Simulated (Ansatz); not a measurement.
Set up this calculation in Ansatz 0.2.0, as the native input.

- Task: relaxation of cell and atoms
- Functional: BLYP
- Potentials or basis: Ansatz PAW
- Cutoff: 420 eV (not typed: the program's choice for these potentials)
- k mesh: 12 × 12 × 12
- Occupations: fermi-dirac, width 0.05 eV
- Spin: no spin polarisation

Crystal: Pt.

```
CELL_PARAMETERS angstrom
-1.58422 1.58422 1.58422
1.58422 -1.58422 1.58422
1.58422 1.58422 -1.58422
ATOMIC_POSITIONS crystal
Pt 0.00000 0.00000 0.00000
```

This isn't the form of Pt at room conditions, which is fcc.

These files were run (other wordings do the same):

input.yaml

```yaml
crystal:
  lattice:
    - [-1.58422, 1.58422, 1.58422]
    - [1.58422, -1.58422, 1.58422]
    - [1.58422, 1.58422, -1.58422]
  atoms:
    - { symbol: Pt, position: [0.0, 0.0, 0.0] }
hamiltonian:
  xc: blyp
  pseudopotentials: { kind: paw }
kpoints:
  mp_grid: { grid: [12, 12, 12] }
scf:
  occupations: { method: fermi_dirac, width: 0.05 }
output:
  forces: true
  stress: true
  eigenvalues: true
relax:
  f_tol: 0.01
  max_steps: 40
  cell: { stress_tol: 0.05 }
```

Potentials or basis: Ansatz PAW.

Run with:

```console
$ ansatz run input.yaml --threads 2 --pin off --max-ram 5632MiB --backend cpu --events-out ev --progress --plain --runs-dir out
```

It gave:

```yaml
Relaxed_volume: 16.81 Å³/atom
Relaxed_cell: a = 2.795 Å, b = 2.795 Å, c = 2.795 Å, α = 109.47°, β = 109.47°, γ = 109.47°
Space_group_after_relaxing_to_0.05_Å: Im-3m (No. 229)
Energy_gained_by_relaxing: 32.9 meV/atom
Ionic_steps: 6
Pressure_after_relaxing: 0.0 GPa
Band_gap_on_the_k_mesh: none (metal or under the smearing width)
```

Caveat: the plane-wave basis is chosen anew once the cell has moved, so the energies of steps on either side of that aren't comparable; the PAW data sets come from PBE, with cores solved anew for the run's functional, which leaves a small shift of forces and pressure.

It took 3.4 s on 2 threads of Intel(R) Xeon(R) Platinum 8488C (Sapphire Rapids), with other jobs on the host, peak memory 0.35 GiB.
